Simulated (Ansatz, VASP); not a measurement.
## Cross-check of LiCl between VASP and Ansatz

Wanted: the spread between two codes on one cell, functional and k mesh. The cell is taken from a series of VASP runs on this material, whose earlier steps may have relaxed, scaled or displaced it; both programs get it as it stands.

Program: Ansatz 0.2.0. Level of theory: plane waves, with VASP 6.6.1 beside it; relaxation of cell and atoms at r2SCAN with rVV10 and relaxation of cell and atoms at HSE06. Results are calculated unless marked as measured.

### 1. Set-up

Symmetry: Fm-3m, No. 225, cubic system. Conventional cell: a = 5.061 Å, b = 5.061 Å, c = 5.061 Å, α = 90.00°, β = 90.00°, γ = 90.00°. Nearest to Cl lie 6 Li at 2.53 Å. Li has 6 Cl at 2.53 Å nearest. Farther neighbours and most contacts between anions are not listed.

Structure file:

```xyz
2
Lattice="0.0000 2.5305 2.5305 2.5305 0.0000 2.5305 2.5305 2.5305 0.0000" Properties=species:S:1:pos:R:3 pbc="T T T"
Cl    2.5305    2.5305    2.5305
Li    0.0000    0.0000    0.0000
```

### 2. VASP: relaxation of cell and atoms, r2SCAN with rVV10

The relaxed volume is the usual yardstick between codes: its relative difference is about their pressure difference at one cell divided by the bulk modulus.

Lines of VASP's logs that name or quote its potential files are left out, and so is its time.

INCAR

```
SYSTEM = LiCl
PREC = Accurate
ENCUT = 650
EDIFF = 1E-06
NELM = 100
ISMEAR = 0
SIGMA = 0.03
LREAL = .FALSE.
ALGO = Normal
METAGGA = R2SCAN
LUSE_VDW = .TRUE.
IVDW_NL = 2
BPARAM = 11.95
CPARAM = 0.0093
LASPH = .TRUE.
NBANDS = 11
LORBIT = 11
LWAVE = .FALSE.
LCHARG = .FALSE.
KPAR = 4
IBRION = 2
NSW = 50
ISIF = 3
EDIFFG = -0.006
```

POSCAR

```
LiCl
1.0
    0.0000000000      2.5305324857      2.5305324857
    2.5305324857      0.0000000000      2.5305324857
    2.5305324857      2.5305324857      0.0000000000
Cl Li
1 1
Direct
    0.5000000000      0.5000000000      0.5000000000
    0.0000000000      0.0000000000      0.0000000000
```

KPOINTS

```
Automatic mesh
0
Gamma
8 8 8
0 0 0
```

The projector-augmented-wave data sets are Cl and Li_sv (PBE family, release 64).

On the command line:

```console
$ mpirun -np 4 vasp_std
```

Numbers of over 12 decimals in the logs are rounded to 6 here.

Log:

```text
[banner, memory and clock lines left out]
running    4 mpi-ranks, on    1 nodes
 distrk:  each k-point on    1 cores,    4 groups
 distr:  one band on    1 cores,    1 groups

 POSCAR found type information on POSCAR ClLi
 POSCAR found :  2 types and       2 ions
|                                                                             |
|               ----> ADVICE to this user running VASP <----                  |
|                                                                             |
|     You have switched on vdW-DFT.                                           |
|     This routine was written and supplied by Jiri Klimes. We recommend      |
|     that you carefully read and cite the following publications:            |
|       J. Klimes, D.R. Bowler, A. Michelides                                 |
|          J. Phys.: Cond Matt. 22 022201 (2010)                              |
|       J. Klimes, D.R. Bowler, A. Michelides                                 |
|          Phys. Rev. B. 83, 195131 (2011)                                    |
|     and references therein.                                                 |
|                                                                             |

|                                                                             |
|               ----> ADVICE to this user running VASP <----                  |
|                                                                             |
|     You enforced a specific xc type in the INCAR file but a different       |
|     [... a line on the potential file left out ...]
|     I HOPE YOU KNOW WHAT YOU ARE DOING!                                     |
|                                                                             |

 LDA part: xc-table for (None), standard interpolation
 POSCAR, INCAR and KPOINTS ok, starting setup
 FFT: planning ... GRIDC
 FFT: planning ... GRID_SOFT
 FFT: planning ... GRID
 WAVECAR not read
 entering main loop
       N       E                     dE             d eps       ncg     rms          rms(c)
Total rVV10 correction in eV:      0.2425180    10.2462457
Total rVV10 correction in eV:      0.2425180    10.2462457
Total rVV10 correction in eV:      0.2425180    10.2462457
Total rVV10 correction in eV:      0.2425180    10.2462457
DAV:   1     0.409750180472E+02    0.40975E+02   -0.47097E+03   638   0.994E+02
DAV:   2    -0.114682498230E+02   -0.52443E+02   -0.49904E+02   798   0.168E+02
DAV:   3    -0.142407232800E+02   -0.27725E+01   -0.27599E+01   882   0.412E+01
DAV:   4    -0.143090312461E+02   -0.68308E-01   -0.68254E-01   861   0.646E+00
DAV:   5    -0.143099892142E+02   -0.95797E-03   -0.95795E-03   869   0.722E-01    0.265E+00
Total rVV10 correction in eV:      0.2505862    10.2462452
Total rVV10 correction in eV:      0.2505862    10.2462452
Total rVV10 correction in eV:      0.2505862    10.2462452
Total rVV10 correction in eV:      0.2505862    10.2462452
DAV:   6    -0.123207588785E+02    0.19892E+01   -0.46598E-01   861   0.577E+00    0.243E+00
Total rVV10 correction in eV:      0.2678664    10.2462452
Total rVV10 correction in eV:      0.2678664    10.2462452
Total rVV10 correction in eV:      0.2678664    10.2462452
Total rVV10 correction in eV:      0.2678664    10.2462452
DAV:   7    -0.123255623593E+02   -0.48035E-02   -0.16631E-01   706   0.268E+00    0.678E-01
Total rVV10 correction in eV:      0.2616824    10.2462452
Total rVV10 correction in eV:      0.2616824    10.2462452
Total rVV10 correction in eV:      0.2616824    10.2462452
Total rVV10 correction in eV:      0.2616824    10.2462452
DAV:   8    -0.123224750445E+02    0.30873E-02   -0.45443E-02   852   0.121E+00    0.729E-01
Total rVV10 correction in eV:      0.2672549    10.2462452
Total rVV10 correction in eV:      0.2672549    10.2462452
Total rVV10 correction in eV:      0.2672549    10.2462452
Total rVV10 correction in eV:      0.2672549    10.2462452
DAV:   9    -0.123210567588E+02    0.14183E-02   -0.79621E-03   811   0.707E-01    0.647E-02
Total rVV10 correction in eV:      0.2674093    10.2462452
Total rVV10 correction in eV:      0.2674093    10.2462452
Total rVV10 correction in eV:      0.2674093    10.2462452
Total rVV10 correction in eV:      0.2674093    10.2462452
DAV:  10    -0.123211273224E+02   -0.70564E-04   -0.49915E-04   785   0.225E-01    0.298E-02
Total rVV10 correction in eV:      0.2674406    10.2462452
Total rVV10 correction in eV:      0.2674406    10.2462452
Total rVV10 correction in eV:      0.2674406    10.2462452
Total rVV10 correction in eV:      0.2674406    10.2462452
DAV:  11    -0.123211876911E+02   -0.60369E-04   -0.21178E-05   808   0.400E-02    0.138E-02
Total rVV10 correction in eV:      0.2675275    10.2462452
Total rVV10 correction in eV:      0.2675275    10.2462452
Total rVV10 correction in eV:      0.2675275    10.2462452
Total rVV10 correction in eV:      0.2675275    10.2462452
DAV:  12    -0.123212181600E+02   -0.30469E-04   -0.26464E-06   813   0.177E-02    0.758E-03
Total rVV10 correction in eV:      0.2675260    10.2462452
Total rVV10 correction in eV:      0.2675260    10.2462452
Total rVV10 correction in eV:      0.2675260    10.2462452
Total rVV10 correction in eV:      0.2675260    10.2462452
DAV:  13    -0.123212115111E+02    0.66489E-05   -0.44207E-07   472   0.516E-03    0.268E-03
Total rVV10 correction in eV:      0.2675288    10.2462452
Total rVV10 correction in eV:      0.2675288    10.2462452
Total rVV10 correction in eV:      0.2675288    10.2462452
Total rVV10 correction in eV:      0.2675288    10.2462452
DAV:  14    -0.123212123637E+02   -0.85254E-06   -0.33098E-08   418   0.193E-03
Total rVV10 correction in eV:      0.2675286    10.2462452
Total rVV10 correction in eV:      0.2675286    10.2462452
Total rVV10 correction in eV:      0.2675286    10.2462452
Total rVV10 correction in eV:      0.2675286    10.2462452
Total rVV10 correction in eV:      0.2675284    10.2462452
Total rVV10 correction in eV:      0.2675284    10.2462452
Total rVV10 correction in eV:      0.2675284    10.2462452
Total rVV10 correction in eV:      0.2675284    10.2462452
   1 F= -.12321212E+02 E0= -.12321212E+02  d E =-.123212E+02
 curvature:   0.00 expect dE= 0.000E+00 dE for cont linesearch  0.000E+00
 trial: gam= 0.00000 g(F)=  0.441E-61 g(S)=  0.325E-04 ort = 0.000E+00 (trialstep = 0.100E+01)
 search vector abs. value=  0.325E-04
 bond charge predicted
       N       E                     dE             d eps       ncg     rms          rms(c)
Total rVV10 correction in eV:      0.2675535    10.2462452
Total rVV10 correction in eV:      0.2675535    10.2462452
Total rVV10 correction in eV:      0.2675535    10.2462452
Total rVV10 correction in eV:      0.2675535    10.2462452
DAV:   1    -0.123213283591E+02   -0.11685E-03   -0.19297E-03   659   0.288E-01    0.673E-02
Total rVV10 correction in eV:      0.2673943    10.2462452
Total rVV10 correction in eV:      0.2673943    10.2462452
Total rVV10 correction in eV:      0.2673943    10.2462452
Total rVV10 correction in eV:      0.2673943    10.2462452
DAV:   2    -0.123212627995E+02    0.65560E-04   -0.17729E-04   880   0.894E-02    0.264E-02
Total rVV10 correction in eV:      0.2673177    10.2462452
Total rVV10 correction in eV:      0.2673177    10.2462452
Total rVV10 correction in eV:      0.2673177    10.2462452
Total rVV10 correction in eV:      0.2673177    10.2462452
DAV:   3    -0.123212600494E+02    0.27501E-05   -0.46990E-05   721   0.405E-02    0.153E-02
Total rVV10 correction in eV:      0.2673230    10.2462452
Total rVV10 correction in eV:      0.2673230    10.2462452
Total rVV10 correction in eV:      0.2673230    10.2462452
Total rVV10 correction in eV:      0.2673230    10.2462452
DAV:   4    -0.123212594897E+02    0.55968E-06   -0.81845E-07   485   0.866E-03
Total rVV10 correction in eV:      0.2673150    10.2462452
Total rVV10 correction in eV:      0.2673150    10.2462452
Total rVV10 correction in eV:      0.2673150    10.2462452
Total rVV10 correction in eV:      0.2673150    10.2462452
Total rVV10 correction in eV:      0.2673190    10.2462452
Total rVV10 correction in eV:      0.2673190    10.2462452
Total rVV10 correction in eV:      0.2673190    10.2462452
Total rVV10 correction in eV:      0.2673190    10.2462452
   2 F= -.12321259E+02 E0= -.12321259E+02  d E =-.471261E-04
 trial-energy change:   -0.000047  1 .order   -0.000026   -0.000033   -0.000020
 step:   2.5403(harm=  2.5403)  dis= 0.00000  next Energy=   -12.321254 (dE=-0.413E-04)
 bond charge predicted
       N       E                     dE             d eps       ncg     rms          rms(c)
Total rVV10 correction in eV:      0.2673578    10.2462452
Total rVV10 correction in eV:      0.2673578    10.2462452
Total rVV10 correction in eV:      0.2673578    10.2462452
Total rVV10 correction in eV:      0.2673578    10.2462452
DAV:   1    -0.123214764831E+02   -0.21643E-03   -0.45424E-03   650   0.442E-01    0.103E-01
Total rVV10 correction in eV:      0.2671117    10.2462451
Total rVV10 correction in eV:      0.2671117    10.2462451
Total rVV10 correction in eV:      0.2671117    10.2462451
Total rVV10 correction in eV:      0.2671117    10.2462451
DAV:   2    -0.123213087660E+02    0.16772E-03   -0.41641E-04   885   0.137E-01    0.403E-02
Total rVV10 correction in eV:      0.2669931    10.2462451
Total rVV10 correction in eV:      0.2669931    10.2462451
Total rVV10 correction in eV:      0.2669931    10.2462451
Total rVV10 correction in eV:      0.2669931    10.2462451
DAV:   3    -0.123212952164E+02    0.13550E-04   -0.11078E-04   715   0.620E-02    0.238E-02
Total rVV10 correction in eV:      0.2670004    10.2462451
Total rVV10 correction in eV:      0.2670004    10.2462451
Total rVV10 correction in eV:      0.2670004    10.2462451
Total rVV10 correction in eV:      0.2670004    10.2462451
DAV:   4    -0.123212943330E+02    0.88344E-06   -0.20716E-06   702   0.132E-02
Total rVV10 correction in eV:      0.2669876    10.2462451
Total rVV10 correction in eV:      0.2669876    10.2462451
Total rVV10 correction in eV:      0.2669876    10.2462451
Total rVV10 correction in eV:      0.2669876    10.2462451
Total rVV10 correction in eV:      0.2669936    10.2462451
Total rVV10 correction in eV:      0.2669936    10.2462451
Total rVV10 correction in eV:      0.2669936    10.2462451
Total rVV10 correction in eV:      0.2669936    10.2462451
   3 F= -.12321294E+02 E0= -.12321294E+02  d E =-.819693E-04
 curvature:  -1.27 expect dE=-0.139E-05 dE for cont linesearch -0.139E-05
 trial: gam= 0.00000 g(F)=  0.464E-61 g(S)=  0.110E-05 ort =-0.598E-05 (trialstep = 0.131E+01)
 search vector abs. value=  0.110E-05
 reached required accuracy - stopping structural energy minimisation
```

Parts of OUTCAR (step 2):

```text
ion  position               nearest neighbor table
   1  0.500  0.500  0.500-   2 2.53   2 2.53   2 2.53   2 2.53   2 2.53   2 2.53
   2  0.000  0.000  0.000-   1 2.53   1 2.53   1 2.53   1 2.53   1 2.53   1 2.53

  LATTYP: Found a face centered cubic cell.
 ALAT       =     5.0610649714

 Subroutine GETGRP returns: Found 48 space group operations
 (whereof 48 operations were pure point group operations)

The static configuration has the point symmetry O_h .

 Found     29 irreducible k-points:

   k-points           NKPTS =     29   k-points in BZ     NKDIM =     29   number of bands    NBANDS=     11

   dimension x,y,z NGX =    30 NGY =   30 NGZ =   30
   dimension x,y,z NGXF=    60 NGYF=   60 NGZF=   60

   ENCUT  =  650.0 eV  47.77 Ry    6.91 a.u.   7.44  7.44  7.44*2*pi/ulx,y,z

   NELECT =      10.0000    total number of electrons

 k-points in reciprocal lattice and weights: Automatic mesh
   0.00000000  0.00000000  0.00000000       0.002
   0.12500000  0.00000000  0.00000000       0.016
   0.25000000  0.00000000  0.00000000       0.016
   0.37500000  0.00000000  0.00000000       0.016
   0.50000000  0.00000000  0.00000000       0.008
   0.12500000  0.12500000  0.00000000       0.012
   0.25000000  0.12500000  0.00000000       0.047
   0.37500000  0.12500000  0.00000000       0.047
   0.50000000  0.12500000  0.00000000       0.047
[...]
-0.37500000  0.50000000  0.12500000       0.023
  -0.25000000  0.50000000  0.25000000       0.012

 average (electrostatic) potential at core
       1 -95.6962       2 -65.9390

 E-fermi :   0.7399

 k-point     1 :       0.0000    0.0000    0.0000
  band No.  band energies     occupation
      1     -44.1677      2.00000
      2     -13.6218      2.00000
      3       0.5313      2.00000
      4       0.5313      2.00000
      5       0.5313      2.00000
      6       8.0553      0.00000
      7      13.1877      0.00000
      8      13.1877      0.00000
      9      13.1877      0.00000
     10      16.0083      0.00000
    ...

 k-point     2 :       0.1250    0.0000    0.0000
  band No.  band energies     occupation
      1     -44.1671      2.00000
      2     -13.5365      2.00000
      3      -0.0246      2.00000
      4       0.4839      2.00000
      5       0.4839      2.00000
      6       8.5044      0.00000
      7      12.4676      0.00000
      8      13.1861      0.00000
      9      13.1862      0.00000
     10      14.5855      0.00000
    ...

 k-point     3 :       0.2500    0.0000    0.0000
  band No.  band energies     occupation
      1     -44.1659      2.00000
      2     -13.3183      2.00000
      3      -1.1604      2.00000
      4       0.3755      2.00000
      5       0.3755      2.00000
      6       8.7438      0.00000
      7      12.0826      0.00000
      8      12.0829      0.00000
      9      12.5824      0.00000
     10      15.3842      0.00000
    ...

  Total        0.0038953      0.0038953      0.0038953      0.0000000      0.0000000     -0.0000000
  in kB        0.1933197      0.1933197      0.1933197      0.0000000      0.0000000     -0.0000000
  external PRESSURE =       0.1933197 kB  Pullay stress =       0.0000000 kB

  energy-cutoff  :      650.00
  volume of cell :       32.28
      direct lattice vectors                 reciprocal lattice vectors
     0.000000000  2.527244303  2.527244303    -0.197843952  0.197843952  0.197843952
     2.527244303  0.000000000  2.527244303     0.197843952 -0.197843952  0.197843952
     2.527244303  2.527244303  0.000000000     0.197843952  0.197843952 -0.197843952

 POSITION                                       TOTAL-FORCE (eV/Angst)
 -----------------------------------------------------------------------------------
      2.52724      2.52724      2.52724        -0.000000     -0.000000     -0.000000
      0.00000      0.00000      0.00000         0.000000      0.000000      0.000000
 -----------------------------------------------------------------------------------
    total drift:                               -0.000000     -0.000000      0.000000

  FREE ENERGIE OF THE ION-ELECTRON SYSTEM (eV)
  ---------------------------------------------------
  free  energy   TOTEN  =       -12.3212943330 eV

  energy  without entropy=      -12.3212943330  energy(sigma->0) =      -12.32129433

 reached required accuracy - stopping structural energy minimisation

 total charge
# of ion       s       p       d       tot
------------------------------------------
    1        1.596   3.629   0.000   5.225
    2        2.005   0.011   0.000   2.016
--------------------------------------------------
tot          3.601   3.640   0.000   7.241

[... 3 further parts left out ...]
```

CONTCAR:

```
LiCl
   1.00000000000000
     0.0000000000000000    2.5272443031335921    2.5272443031335921
     2.5272443031335921    0.0000000000000000    2.5272443031335921
     2.5272443031335921    2.5272443031335921    0.0000000000000000
  Cl              Li
     1     1
Direct
     0.5000000000000000    0.5000000000000000    0.5000000000000000
     0.0000000000000000    0.0000000000000000    0.0000000000000000
```

(Part 1 of 2 ends here.)

[Lines on the potential files, build, host, timing and source positions are cut from VASP's logs without a mark.]

[Logs are printed without paths, hosts, clocks, repeated set-up lines and the standing remarks that a program may print on its own settings, such as how far it seeks lower states.]

[Hosts, paths, dates, database ids (printed as entryN), source tags and the programs' standing remarks are cut or masked in the printed files.]
